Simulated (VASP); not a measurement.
# La (P6_3/mmc) in VASP: further runs

The runs below take La through single point, with LDA.

All numbers are computed with VASP 6.6.1; they aren't measurements. Logs are shortened: lines on timing, memory, paths and dates and some standing lists are left out, and cuts for length are marked.

**1. The crystal as given**

Symmetry: P6_3/mmc, No. 194, hexagonal system. Conventional cell: a = 3.750 Å, b = 3.750 Å, c = 6.070 Å, α = 90.00°, β = 90.00°, γ = 120.00°. La (site symmetry -6m2) is surrounded by 12 La at 3.73 to 3.75 Å.

This isn't the form of La at room conditions, which is double hcp.

**2. Single point, LDA**

Input file INCAR:

```
SYSTEM = La
PREC = Accurate ; ENCUT = 500
EDIFF = 1E-6 ; ISMEAR = -1
SIGMA = 0.1 ; LREAL = .FALSE.
LASPH = .TRUE. ; NELM = 100
ALGO = Normal ; ISIF = 2
LWAVE = .FALSE. ; LCHARG = .FALSE.
GGA = CA ; ADDGRID = .FALSE.
```

Input file KPOINTS:

```
Automatic mesh
0
G
  17 17 10
  0 0 0
```

Input file POSCAR:

```
La
1.0
    3.7500000000      0.0000000000      0.0000000000
   -1.8750000000      3.2475952642      0.0000000000
    0.0000000000      0.0000000000      6.0700000000
La
2
Direct
    0.6527560000      0.3219160000      0.7382770000
    0.3157440000      0.6620370000      0.2676620000
```

Potentials or basis: VASP PAW LDA potentials, release 64 (La).

On the command line:

```sh
$ cat potpaw_LDA.64/La/POTCAR > POTCAR
$ mpirun -np 1 vasp_std > vasp.out
```

OUTCAR:

```text
SYSTEM = La
   PREC = Accurate
   ENCUT = 500
   EDIFF = 1E-6
   ISMEAR = -1
   LREAL = .FALSE.
   LASPH = .TRUE.
   NELM = 100
   ISIF = 2
   GGA = CA

 Found   1446 irreducible k-points:

 Following reciprocal coordinates:
            Coordinates               Weight
  0.000000  0.000000  0.000000      1.000000
  0.058824  0.000000  0.000000      2.000000
  0.000000  0.058824  0.000000      2.000000
 -0.058824  0.058824  0.000000      2.000000
  0.117647 -0.000000  0.000000      2.000000
  0.000000  0.117647  0.000000      2.000000
   k-points           NKPTS =   1446   k-points in BZ     NKDIM =   1446   number of bands    NBANDS=     15
   number of dos      NEDOS =    301   number of ions     NIONS =      2
   total plane-waves  NPLWV =  37632
   dimension x,y,z NGX =    28 NGY =   28 NGZ =   48
   dimension x,y,z NGXF=    56 NGYF=   56 NGZF=   96
   ions per type =               2
   NGX,Y,Z   is equivalent  to a cutoff of  12.41, 12.41, 13.15 a.u.
   NGXF,Y,Z  is equivalent  to a cutoff of  24.83, 24.83, 26.29 a.u.
 SYSTEM =  La
   PREC   = accura    normal or accurate (medium, high low for compatibility)
   ISTART =      0    job   : 0-new  1-cont  2-samecut
   ICHARG =      2    charge: 1-file 2-atom 10-const
   ISPIN  =      1    spin polarized calculation?
   LNONCOLLINEAR =      F non collinear calculations
   LSORBIT =      F    spin-orbit coupling
   LASPH  =      T    aspherical Exc in radial PAW
   ENCUT  =  500.0 eV  36.75 Ry    6.06 a.u.   6.84  6.84 11.07*2*pi/ulx,y,z
   NELM   =    100;   NELMIN=  2; NELMDL= -5     # of ELM steps
   EDIFF  = 0.1E-05   stopping-criterion for ELM
   LREAL  =      F    real-space projection
   EDIFFG = 0.1E-04   stopping-criterion for IOM
   NSW    =      0    number of steps for IOM
   IBRION =     -1    ionic relax: 0-MD 1-quasi-New 2-CG
   NFREE  =      0    steps in history (QN), initial steepest desc. (CG)
   ISIF   =      2    stress and relaxation
   ISYM   =      2    0-nonsym 1-usesym 2-fastsym
   POTIM  = 0.5000    time-step for ionic-motion
   TEBEG  =    0.0;   TEEND  =   0.0 temperature during run
   PSTRESS=    0.0 pullay stress
   NELECT =      22.0000    total number of electrons
   NUPDOWN=      -1.0000    fix difference up-down
   EMIN   =  10.00;   EMAX   =-10.00  energy-range for DOS
   EFERMI =   0.00;   METHOD = LEGACY
   ISMEAR =    -1;   SIGMA  =   0.10  broadening in eV -4-tet -1-fermi 0-gaus
   EFERMI_NEDOS =   21; number of points for ismear=-14 and -15
   IALGO  =     38    algorithm
   IMIX   =      4    mixing-type and parameters
     AMIX     =   0.40;   BMIX     =  1.00
     AMIX_MAG =   1.60;   BMIX_MAG =  1.00
  volume/ion in A,a.u.               =      36.96       249.43
  Fermi-wavevector in a.u.,A,eV,Ry     =   1.093004  2.065478 16.254307  1.194658
  Thomas-Fermi vector in A             =   2.229281
   LORBIT       =      0    0 simple, 1 ext, 2 COOP (PROOUT), +10 PAW based schemes
   GGA     = CA    functional components
   LHFCALC =     F    Hartree Fock is set to
   AEXX    =    0.0000 exact exchange contribution
   IVDW    =     0    specifies the selected vdW correction
   LEPSILON=     F    determine dielectric tensor
   LRPA    =     F    only Hartree local field effects (RPA)
 non-spin polarized calculation
  energy-cutoff  :      500.00
  volume of cell :       73.92
 maximum number of plane-waves:      1896
   NGX = 13   NGY = 13   NGZ = 23

 number of electron      21.9999999 magnetization

 Free energy of the ion-electron system (eV)
  ---------------------------------------------------
  ext. energy  EPLUGINS =         0.00000000
  ---------------------------------------------------
  free energy    TOTEN  =       -11.03819961 eV

  energy without entropy =      -10.91301780  energy(sigma->0) =      -10.97560870

 E-fermi :   7.6839     XC(G=0):  -9.7749

 val. band max:        7.6834188078   @ k =  -0.4706   0.0588  -0.3000
 cond. band min:       7.6842121120   @ k =   0.0588   0.4118  -0.3000
 fundamental gap:      0.0007933042
 Fermi energy:         7.6838686246

 k-point     1 :       0.0000    0.0000    0.0000
  band No.  band energies     occupation
      1     -25.0444      2.00000
      2     -24.8152      2.00000
      3      -9.4643      2.00000
      4      -8.2291      2.00000
      5      -8.2138      2.00000
      6      -8.0175      2.00000
      7      -8.0062      2.00000
      8      -7.9714      2.00000
      9       4.5170      2.00000
     10       5.9074      2.00000
     11       8.6695      0.00010
     12       8.9292      0.00001
     13       8.9406      0.00001
     14       9.0705      0.00000
     15       9.1638      0.00000

 k-point     2 :       0.0588    0.0000    0.0000
  band No.  band energies     occupation
      1     -25.0384      2.00000
      2     -24.8126      2.00000
      3      -9.4495      2.00000
      4      -8.2680      2.00000
      5      -8.2303      2.00000
      6      -8.0516      2.00000
      7      -8.0176      2.00000
      8      -7.9750      2.00000
      9       4.6117      2.00000
     10       5.9955      2.00000
     11       8.4509      0.00093
     12       8.9339      0.00001
     13       8.9686      0.00001
     14       9.0793      0.00000
     15       9.1169      0.00000
[... 41 lines left out ...]
      3      -9.4062      2.00000
      4      -8.3843      2.00000
      5      -8.2670      2.00000
      6      -8.1650      2.00000
      7      -8.0322      2.00000
      8      -7.9894      2.00000
      9       4.8805      2.00000
     10       6.2355      2.00000
     11       8.1190      0.02544
     12       8.7145      0.00007
     13       8.9071      0.00001
     14       9.0436      0.00000
     15       9.0633      0.00000

 k-point     6 :       0.0000    0.1176    0.0000
  band No.  band energies     occupation
      1     -25.0210      2.00000
      2     -24.8052      2.00000
      3      -9.4060      2.00000
      4      -8.3860      2.00000
      5      -8.2653      2.00000
      6      -8.1638      2.00000
      7      -8.0335      2.00000
      8      -7.9897      2.00000
      9       4.8806      2.00000
     10       6.2370      2.00000
     11       8.1165      0.02609
     12       8.7165      0.00007
     13       8.9113      0.00001
     14       9.0484      0.00000
     15       9.0779      0.00000

 [... further k-points ...]

------------------------ aborting loop because EDIFF is reached ----------------------------------------

  FORCE on cell =-STRESS in cart. coord.  units (eV):
  Direction    XX          YY          ZZ          XY          YZ          ZX
  --------------------------------------------------------------------------------------
  -------------------------------------------------------------------------------------
  Total       -1.3377521     -1.3180524     -1.1920636      0.0116246      0.0090551     -0.0109547
  in kB      -28.9937487    -28.5667881    -25.8361711      0.2519450      0.1962553     -0.2374271
  external PRESSURE =     -27.7989026 kB  Pullay stress =       0.0000000 kB

 VOLUME and BASIS-vectors are now :
 -----------------------------------------------------------------------------
  energy-cutoff  :      500.00
  volume of cell :       73.92
      direct lattice vectors                 reciprocal lattice vectors
     3.750000000  0.000000000  0.000000000     0.266666667  0.153960072  0.000000000
    -1.875000000  3.247595264  0.000000000     0.000000000  0.307920144  0.000000000
     0.000000000  0.000000000  6.070000000     0.000000000  0.000000000  0.164744646

 POSITION                                       TOTAL-FORCE (eV/Angst)
 -----------------------------------------------------------------------------------
      1.84424      1.04545      4.48134        -0.007435      0.005863      0.226088
     -0.05728      2.15003      1.62471         0.007435     -0.005863     -0.226088
 -----------------------------------------------------------------------------------
    total drift:                                0.000002     -0.000000      0.000006

  FREE ENERGIE OF THE ION-ELECTRON SYSTEM (eV)
  ---------------------------------------------------
  free  energy   TOTEN  =       -11.0381996102 eV

  energy  without entropy=      -10.9130177989  energy(sigma->0) =      -10.97560870
```

OSZICAR:

```text
N       E                     dE             d eps       ncg     rms          rms(c)
DAV:   1     0.243880531275E+03    0.24388E+03   -0.80372E+03 43548   0.198E+03
DAV:   2     0.257557351209E+02   -0.21812E+03   -0.21634E+03 66114   0.346E+02
DAV:   3    -0.683275532839E+01   -0.32588E+02   -0.32021E+02 74356   0.154E+02
DAV:   4    -0.108018713260E+02   -0.39691E+01   -0.38895E+01 86634   0.513E+01
DAV:   5    -0.111606479712E+02   -0.35878E+00   -0.35585E+00 71464   0.137E+01    0.346E+00
DAV:   6    -0.110604655151E+02    0.10018E+00   -0.19448E+00 86667   0.801E+00    0.173E+00
DAV:   7    -0.110463099507E+02    0.14156E-01   -0.17775E-01 76194   0.333E+00    0.105E+00
DAV:   8    -0.110384487611E+02    0.78612E-02   -0.13982E-02 84016   0.116E+00    0.167E-01
DAV:   9    -0.110381922808E+02    0.25648E-03   -0.15679E-03 83448   0.309E-01    0.499E-02
DAV:  10    -0.110381978714E+02   -0.55906E-05   -0.24342E-04 85840   0.128E-01    0.173E-02
DAV:  11    -0.110382003609E+02   -0.24895E-05   -0.21373E-05 72990   0.459E-02    0.687E-03
DAV:  12    -0.110381996102E+02    0.75070E-06   -0.23362E-06 52160   0.179E-02
   1 F= -.11038200E+02 E0= -.10975609E+02  d E =-.125182E+00
```

stdout:

```text
POSCAR found type information on POSCAR La
 POSCAR found :  1 types and       2 ions
 scaLAPACK will be used
 LDA part: xc-table for (Slater(with rela. corr.)+CA(PZ))
 , standard interpolation
 POSCAR, INCAR and KPOINTS ok, starting setup
 FFT: planning ... GRIDC
 FFT: planning ... GRID_SOFT
 FFT: planning ... GRID
 WAVECAR not read
 entering main loop
```

It took 13 min on 1 thread of AMD EPYC 9R45 (Zen 5), shared host; peak memory 1.5 GiB.

These settings aren't checked as converged: the numbers below hold their error.

Results:

| Property | Result |
| --- | --- |
| Free energy | -11.0382 eV |
| Pressure | -2.8 GPa |
| Largest force | 0.226 eV/Å |
| Band gap on the k mesh | none (metal or under the smearing width) |

**3. Single point, LDA**

Edit INCAR of step 2 so:

```diff
@@ -1,3 +1,3 @@
 SYSTEM = La
-PREC = Accurate ; ENCUT = 500
+PREC = Low ; ENCUT = 500
 EDIFF = 1E-6 ; ISMEAR = -1
```

KPOINTS is that of step 2.

Input file POSCAR:

```
La
1.0
    3.7500000000      0.0000000000      0.0000000000
   -1.8750000000      3.2475952642      0.0000000000
    0.0000000000      0.0000000000      6.0700000000
La
2
Direct
    0.6666666667      0.3333333333      0.7500000000
    0.3333333333      0.6666666667      0.2500000000
```

Potentials or basis: VASP PAW LDA potentials, release 64 (La).

On the command line:

```sh
$ cat potpaw_LDA.64/La/POTCAR > POTCAR
$ mpirun -np 1 vasp_std > vasp.out
```

OUTCAR:

```text
SYSTEM = La
   PREC = Low
   ENCUT = 500
   EDIFF = 1E-6
   ISMEAR = -1
   LREAL = .FALSE.
   LASPH = .TRUE.
   NELM = 100
   ISIF = 2
   GGA = CA

 Found    198 irreducible k-points:

 Following reciprocal coordinates:
            Coordinates               Weight
  0.000000  0.000000  0.000000      1.000000
  0.058824  0.000000  0.000000      6.000000
  0.117647 -0.000000  0.000000      6.000000
  0.176471  0.000000  0.000000      6.000000
  0.235294 -0.000000  0.000000      6.000000
  0.294118  0.000000  0.000000      6.000000
   k-points           NKPTS =    198   k-points in BZ     NKDIM =    198   number of bands    NBANDS=     15
   number of dos      NEDOS =    301   number of ions     NIONS =      2
   total plane-waves  NPLWV =  20736
   dimension x,y,z NGX =    24 NGY =   24 NGZ =   36
   dimension x,y,z NGXF=    24 NGYF=   24 NGZF=   36
   ions per type =               2
   NGX,Y,Z   is equivalent  to a cutoff of  10.64, 10.64,  9.86 a.u.
   NGXF,Y,Z  is equivalent  to a cutoff of  10.64, 10.64,  9.86 a.u.
 SYSTEM =  La
   PREC   = low       normal or accurate (medium, high low for compatibility)
   ISTART =      0    job   : 0-new  1-cont  2-samecut
   ICHARG =      2    charge: 1-file 2-atom 10-const
   ISPIN  =      1    spin polarized calculation?
   LNONCOLLINEAR =      F non collinear calculations
   LSORBIT =      F    spin-orbit coupling
[... 70 lines left out ...]
     11       8.7013      0.00008
     12       8.9925      0.00000
     13       8.9985      0.00000
     14       9.0828      0.00000
[... 77 lines left out ...]
      2     -24.7800      2.00000
      3      -9.1136      2.00000
      4      -8.9290      2.00000
      5      -8.7188      2.00000
      6      -8.4245      2.00000
      7      -8.1514      2.00000
      8      -8.1273      2.00000
      9       6.0890      2.00000
     10       6.5903      1.99996
     11       7.3767      1.91277
     12       8.1341      0.02226
     13       8.7221      0.00006
     14       8.8221      0.00002
     15       9.0576      0.00000

 [... further k-points ...]

------------------------ aborting loop because EDIFF is reached ----------------------------------------

  FORCE on cell =-STRESS in cart. coord.  units (eV):
  Direction    XX          YY          ZZ          XY          YZ          ZX
  --------------------------------------------------------------------------------------
  -------------------------------------------------------------------------------------
  Total       -1.3734057     -1.3734057     -1.3467384      0.0000000     -0.0000000      0.0000000
  in kB      -29.7664868    -29.7664868    -29.1885130      0.0000000     -0.0000000      0.0000000
  external PRESSURE =     -29.5738289 kB  Pullay stress =       0.0000000 kB

 VOLUME and BASIS-vectors are now :
 -----------------------------------------------------------------------------
  energy-cutoff  :      500.00
  volume of cell :       73.92
      direct lattice vectors                 reciprocal lattice vectors
     3.750000000  0.000000000  0.000000000     0.266666667  0.153960072  0.000000000
    -1.875000000  3.247595264  0.000000000     0.000000000  0.307920144  0.000000000
     0.000000000  0.000000000  6.070000000     0.000000000  0.000000000  0.164744646

 POSITION                                       TOTAL-FORCE (eV/Angst)
 -----------------------------------------------------------------------------------
      1.87500      1.08253      4.55250         0.000000     -0.000000      0.000000
     -0.00000      2.16506      1.51750        -0.000000      0.000000      0.000000
 -----------------------------------------------------------------------------------
    total drift:                                0.000000     -0.000000      0.000000

  FREE ENERGIE OF THE ION-ELECTRON SYSTEM (eV)
  ---------------------------------------------------
  free  energy   TOTEN  =       -11.0575693765 eV

  energy  without entropy=      -10.9296692227  energy(sigma->0) =      -10.99361930
```

OSZICAR:

```text
N       E                     dE             d eps       ncg     rms          rms(c)
DAV:   1     0.244190613838E+03    0.24419E+03   -0.80384E+03  5964   0.198E+03
DAV:   2     0.265282079396E+02   -0.21766E+03   -0.21583E+03  9032   0.345E+02
DAV:   3    -0.677661475411E+01   -0.33305E+02   -0.32691E+02 10213   0.155E+02
DAV:   4    -0.107008236132E+02   -0.39242E+01   -0.38214E+01 11848   0.500E+01
DAV:   5    -0.110582966069E+02   -0.35747E+00   -0.35454E+00  9793   0.135E+01    0.325E+00
DAV:   6    -0.110745529924E+02   -0.16256E-01   -0.54362E-01 11832   0.578E+00    0.161E+00
DAV:   7    -0.110592528412E+02    0.15300E-01   -0.40920E-02 10728   0.168E+00    0.505E-01
DAV:   8    -0.110574889374E+02    0.17639E-02   -0.41481E-03 11840   0.562E-01    0.550E-02
DAV:   9    -0.110575554100E+02   -0.66473E-04   -0.52844E-04 11744   0.179E-01    0.367E-02
DAV:  10    -0.110575695895E+02   -0.14179E-04   -0.56178E-05 11818   0.530E-02    0.244E-02
DAV:  11    -0.110575694302E+02    0.15927E-06   -0.14074E-05  9696   0.410E-02    0.442E-03
DAV:  12    -0.110575693765E+02    0.53688E-07   -0.48570E-07  7102   0.100E-02
   1 F= -.11057569E+02 E0= -.10993619E+02  d E =-.127900E+00
```

It took 69 s on 1 thread of AMD EPYC 9R45 (Zen 5), shared host; peak memory 0.27 GiB.

These settings aren't checked as converged: the numbers below hold their error.

What came out:

* Free energy: -11.0576 eV
* Pressure: -3.0 GPa
* Band gap on the k mesh: none (metal or under the smearing width)

**4. Single point, LDA**

INCAR is that of step 3.

KPOINTS is that of step 3.

Input file POSCAR:

```
La
1.0
    3.7500000000      0.0000000000      0.0000000000
   -1.8750000000      3.2475952642      0.0000000000
    0.0000000000      0.0000000000      6.0700000000
La
2
Direct
    0.6527560000      0.3219160000      0.7382770000
    0.3157440000      0.6620370000      0.2676620000
```

On the command line:

```sh
$ cat potpaw_LDA.64/La/POTCAR > POTCAR
$ mpirun -np 1 vasp_std > vasp.out
```

It took 8.3 min on 1 thread of AMD EPYC 9R45 (Zen 5), shared host; peak memory 1.5 GiB.

The run converged, but some of its settings lie outside the range that counts as converged, so its numbers aren't taken as properties of the crystal.

Results:

- Free energy: -11.0379 eV
- Pressure: -2.8 GPa
- Largest force: 0.226 eV/Å
- Band gap on the k mesh: none (metal or under the smearing width)

**5. For comparison**

An earlier run on the cell as given: functional PBE; potentials or basis VASP PAW PBE potentials, release 64 (La); cutoff 520 eV; k mesh 8 × 8 × 5; occupations fermi-dirac, width 0.05 eV; no spin polarisation.

- Pressure: 0.7 GPa
- Band gap on the k mesh: none (metal or under the smearing width)
